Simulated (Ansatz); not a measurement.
A plane-wave DFT run in Ansatz 0.2.0 (scalar-relativistic PAW potentials unless the input names others): input and command.

```yaml
crystal:
  lattice:
    - [5.2965850036, 0.0, 0.0]
    - [-2.6482925018, 4.5869771665, 0.0]
    - [0.0, 0.0, 4.2302876755]
  atoms:
    - { symbol: Co, position: [0.0, 0.5, 0.0] }
    - { symbol: Co, position: [0.5, 0.5, 0.0] }
    - { symbol: Co, position: [0.5, 0.0, 0.0] }
    - { symbol: Sn, position: [0.6666666667, 0.3333333333, 0.5] }
    - { symbol: Sn, position: [0.3333333333, 0.6666666667, 0.5] }
    - { symbol: Sn, position: [0.0, 0.0, 0.0] }
basis:
  ecutwfc: "400 eV"
kpoints:
  mp_grid: { grid: [6, 6, 8] }
hamiltonian:
  xc: pbe
scf:
  occupations: { method: gaussian, width: 0.15 }
output:
  forces: true
  eigenvalues: true
  stress: true
```

```bash
ansatz run input.yaml --threads 2 --pin off --max-ram 5120MiB --backend cpu --events-out ev --progress --plain --runs-dir out
```

Abridged log:
```
Warning: basis.ecutwfc = 400 eV is below the records' recommended 420 eV, and the density's cutoff is lower with it unless basis.ecutrho_ratio is high enough to keep the records' density cutoff: compare with a run at a higher cutoff
Basis set: ecut = 400 eV, 1867 PW (Γ), exchange–correlation on 72×72×60 points (8 copies of the dense FFT grid, shifted against one another)
Bands: 56, of which v1, the nominal top of the filled ones, is band 47 counted from 1 (46 counted from 0)
Symmetry: 24 space group operations
k-points: 35 of 288
SCF iter   1: F=—  HF=-33451.637095 eV  |F-HF|=—  |Δ(HF+E_count)|=         —  Δρ=1.00e-2  dr2=9.82e-2  ethr=1.77e-3  ⟨swp⟩=6.9  Hψ=7669  notcnv=0  defer=1
SCF iter   2: F=—  HF=-33451.658298 eV  |F-HF|=—  |Δ(HF+E_count)|=   2.12e-2  Δρ=2.06e-2  dr2=3.18e-1  ethr=1.06e-4  ⟨swp⟩=2.0  Hψ=3059  notcnv=0  defer=57
SCF iter   3: F=—  HF=-33451.629061 eV  |F-HF|=—  |Δ(HF+E_count)|=   2.92e-2  Δρ=6.13e-3  dr2=2.47e-2  ethr=1.06e-4  ⟨swp⟩=2.0  Hψ=2670  notcnv=0  defer=57
SCF iter   4: F=—  HF=-33451.626138 eV  |F-HF|=—  |Δ(HF+E_count)|=   2.92e-3  Δρ=5.94e-4  dr2=3.01e-4  ethr=2.66e-5  ⟨swp⟩=2.0  Hψ=2494  notcnv=0  defer=14
SCF iter   5: F=—  HF=-33451.626136 eV  |F-HF|=—  |Δ(HF+E_count)|=   2.34e-6  Δρ=1.36e-4  dr2=1.54e-5  ethr=3.24e-7  ⟨swp⟩=2.0  Hψ=2515  notcnv=0  defer=14
SCF iter   6: F=—  HF=-33451.626134 eV  |F-HF|=—  |Δ(HF+E_count)|=   2.45e-6  Δρ=3.46e-5  dr2=9.64e-7  ethr=1.66e-8  ⟨swp⟩=2.0  Hψ=3071  notcnv=0  defer=14
SCF iter   7: F=—  HF=-33451.626134 eV  |F-HF|=—  |Δ(HF+E_count)|=   5.25e-7  Δρ=3.39e-5  dr2=8.02e-7  ethr=1.08e-10  ⟨swp⟩=9.7  Hψ=9421  notcnv=0
SCF iter   8: F=-33451.626134 eV  HF=-33451.626134 eV  |F-HF|=9.78e-9  |Δ(HF+E_count)|=   1.02e-8  Δρ=3.96e-6  dr2=1.41e-8  ethr=1.08e-10  ⟨swp⟩=3.3  Hψ=7734  notcnv=0
SCF 1 converged in 8 iterations: F = -33451.626134 eV  dr2 = 1.41e-8
SCF converged after 8 iterations
Free energy (F): -33451.626134 eV
Harris-Foulkes:  -33451.626134 eV  (|F-HF|=9.78e-9)
Internal energy: -33451.591905 eV  (E = F + TS)
E sigma→0 (E₀):  -33451.609020 eV
Entropy (-TS):   -0.034229 eV (-5.705 meV/atom)
Fermi energy:    14.615551 eV
--- Forces (eV/Å), atoms counted from 1 ---
  atom   1  Co     0.00000000     0.00000000     0.00000000
  atom   2  Co     0.00000000     0.00000000     0.00000000
  atom   3  Co     0.00000000     0.00000000     0.00000000
  atom   4  Sn     0.00000000     0.00000000     0.00000000
  atom   5  Sn     0.00000000     0.00000000     0.00000000
  atom   6  Sn     0.00000000     0.00000000     0.00000000
--- Stress (GPa, compression-positive) ---
       -0.066814       0.000000       0.000000
        0.000000      -0.066814       0.000000
        0.000000       0.000000       0.187833
  P = ⅓ Tr σ = 0.0181 GPa (0.181 kbar)
```

Apart from outputs and empty bands, the input differs from a reference run on usual settings in basis.ecutwfc: 420 → "400 eV". The reference, at the same geometry, gave pressure 0.00 GPa, largest force 0.000 eV/Å, no gap on the mesh. This run converged in 8 SCF iterations (reference: 8) with an energy at zero smearing 1.05 meV/atom above the reference's, pressure 0.02 GPa, largest force 0.000 eV/Å, no gap on the mesh. Its cutoff is looser than usual, and the result moved.

Time: 5.5 s on 2 threads of Arm Neoverse V2, on a shared host, peak memory 0.46 GiB.